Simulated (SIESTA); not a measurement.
Here is a SIESTA 5.4.2 calculation.

Contents of C.fdf:

```
SystemName                      Diamond
SystemLabel                     C
NumberOfSpecies                 1
NumberOfAtoms                   2
%block ChemicalSpeciesLabel
  1   6 C
%endblock ChemicalSpeciesLabel

LatticeConstant                 1.0 Ang
%block LatticeVectors
     0.0000000000     1.7833700000     1.7833700000
     1.7833700000     0.0000000000     1.7833700000
     1.7833700000     1.7833700000     0.0000000000
%endblock LatticeVectors
AtomicCoordinatesFormat         Fractional
%block AtomicCoordinatesAndAtomicSpecies
     0.7500000000     0.7500000000     0.7500000000  1  C
     0.5000000000     0.5000000000     0.5000000000  1  C
%endblock AtomicCoordinatesAndAtomicSpecies

%block kgrid.MonkhorstPack
   13   0   0  0.0
    0  13   0  0.0
    0   0  13  0.0
%endblock kgrid.MonkhorstPack
XC.Functional                   GGA
XC.Authors                      PBE
PAO.BasisSize                   TZDP
PAO.EnergyShift                 0.002 Ry
Mesh.Cutoff                     500 Ry
OccupationFunction              FD
ElectronicTemperature           0.05 eV
MaxSCFIterations                120
SCF.MustConverge                false
SCF.Mixer.Method                Pulay
SCF.Mixer.Weight                0.25
SCF.Mixer.History               8
SCF.DM.Tolerance                5.0e-05
SCF.H.Tolerance                 1.0e-03 eV
WriteForces                     true
Charge.Mulliken                 end
Charge.Hirshfeld                end
Charge.Voronoi                  end
SaveRho                         true
SaveElectrostaticPotential      true
MD.TypeOfRun                    CG
MD.Steps                        40
MD.MaxForceTol                  0.01 eV/Ang
MD.MaxDispl                     0.1 Ang
WriteCoorStep                   true
AtomCoorFormatOut               Fractional
MD.VariableCell                 true
MD.MaxStressTol                 0.1 GPa
%block PAO.PolarizationScheme
  C non-perturbative
%endblock PAO.PolarizationScheme
```

Potentials or basis: PseudoDojo 0.4 standard (PBE files), TZDP (energy shift 0.002 Ry).

Run with:

```bash
$ siesta C.fdf > C.out 2>&1
```

Q: What does it give for the band gap on the k mesh?

A: 4.28 eV, indirect (least direct gap 5.59 eV).

Q: What does it give for the relaxed cell?

A: a = 2.533 Å, b = 2.533 Å, c = 2.533 Å, α = 60.00°, β = 60.00°, γ = 60.00°.

Q: Predict the space group after relaxing (to 0.05 Å).

A: Fd-3m (No. 227).

Q: Predict the relaxed volume.

A: 5.75 Å³/atom.

The path:
```csv
step,energy change (eV),largest force (eV/Å),pressure (GPa),volume (Å³)
1,0.0000,0.0001,5.64,11.34
2,0.0046,0.0131,-9.00,11.74
3,-0.0026,0.0051,0.03,11.49
```

Caveat: an odd mesh through Γ misses points on the zone boundary, where band edges often lie; the basis of atomic orbitals isn't converged, which shifts pressures, moduli and gaps.
